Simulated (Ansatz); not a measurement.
**Magnetic states of cobalt, bcc**

Method: Ansatz 0.2.0, DFT, revPBE, plane waves (420 eV) with PAW, scalar-relativistic. (PAW data from PBE, frozen cores regenerated.)

Each start was relaxed and then solved on a dense mesh, with Fermi-Dirac smearing of 0.05 eV (0.1 eV in a metal without spin) extrapolated to zero. Rows within 2 meV/atom of each other tie.

Q: Where does each start end, and how do the energies compare? Starts: ferromagnetic; non-magnetic.

A: 
| start | ends | ΔE (meV/atom) | V (Å³/atom) |
| --- | --- | --- | --- |
| ferromagnetic | ferromagnetic, net 1.79 μB per atom | 0.0 | 11.36 |
| non-magnetic | spin not included | 388.2 | 10.77 |
